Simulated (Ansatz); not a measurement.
Working through relaxations under a series of pressures of AlP, space group F-43m

With the Ansatz DFT code, driven from Python.

Run as a notebook:

```python
import ansatz as az
import numpy as np
import pandas as pd
```

```python
def edges_and_angles(cell):
    cell = np.asarray(cell)
    a, b, c = np.linalg.norm(cell, axis=1)
    cosines = cell[1] @ cell[2] / (b * c), cell[0] @ cell[2] / (a * c), cell[0] @ cell[1] / (a * b)
    return (a, b, c, *np.degrees(np.arccos(cosines)))
```

```python
structure = (
    az.Lattice.of((0.0, 2.7255, 2.7255), (2.7255, 0.0, 2.7255), (2.7255, 2.7255, 0.0))
    .atom('Al', (0.0, 0.0, 0.0))
    .atom('P', (0.25, 0.25, 0.25))
)
```

```python
[site.symbol for site in structure.resolved().sites]
```

    ['Al', 'P']

```python
calc = (
    structure.calculation()
    .occupations(az.OccupationsMethod.FIXED)
    .functional('pbe', dispersion='d3bjatm')
    .kpoints(8)
)
```

```python
rows = []
for pressure in [0, 5, 10, 20]:
    res = calc.relax(cell=True, pressure=pressure, force_tolerance=0.02).run(threads=1, pin='off')
    cell = res.lattice.cell_ang
    n_atoms = len(res.lattice.sites)
    volume = abs(np.linalg.det(cell)) / n_atoms
    enthalpy = res.report['free_energy_ev'] / n_atoms + pressure * volume / 160.21766
    rows.append((pressure, volume, enthalpy, *edges_and_angles(cell)))
    print(f'{pressure} GPa done: {volume:.4f} A^3/atom')
```

    DeckWarning: basis.ecutwfc = 420 eV, auto-derived from the records' recommended cutoffs: set by Al (normal level)
    0 GPa done: 20.3137 A^3/atom
    5 GPa done: 19.3083 A^3/atom
    10 GPa done: 18.5059 A^3/atom
    20 GPa done: 17.2688 A^3/atom

```python
table = pd.DataFrame(rows, columns=['P_GPa', 'V_A3_atom', 'H_eV_atom', 'a', 'b', 'c', 'alpha', 'beta', 'gamma'])
print(table.round(4).to_string(index=False))
p, v = np.array([row[0] for row in rows], float), np.array([row[1] for row in rows])
print('mean bulk modulus between rows (GPa):', np.round(-np.diff(p) / np.diff(np.log(v)), 1))
```

     P_GPa  V_A3_atom  H_eV_atom      a      b      c  alpha  beta  gamma
         0    20.3137  -647.5114 3.8587 3.8587 3.8587   60.0  60.0   60.0
         5    19.3083  -646.8939 3.7940 3.7940 3.7940   60.0  60.0   60.0
        10    18.5059  -646.3043 3.7407 3.7407 3.7407   60.0  60.0   60.0
        20    17.2688  -645.1901 3.6554 3.6554 3.6554   60.0  60.0   60.0
    mean bulk modulus between rows (GPa): [ 98.5 117.8 144.5]

The volume falls from 20.31 Å³ an atom at 0 GPa to 17.27 at 20 GPa, by 15.0 %. Between 0 and 5 GPa, -V dP/dV is about 98 GPa, a mean over that step.

What to keep in mind:
- Absolute energies stand on the zero of these potentials, so only differences at equal settings mean something.
- At a fixed pressure a relaxation lowers the enthalpy F + PV, while F alone can rise.
- Edges and angles are those of the cell as typed, here a primitive one, not of the conventional cell.
- Of the deposited cell: the entry's cell lengths or inner coordinates differ somewhat from later room-temperature determinations.
- The starting cell is as deposited in a crystallographic database; the results hold for this polymorph, which needn't be the stable one.
- Warnings are shown shortened and without file and line.
- Symmetry holds the cell in this phase, whether or not it is the stable one at each pressure.
- Finished in 18 s on 1 thread of Arm Neoverse V2, with other jobs on the host, peak memory 0.41 GiB.
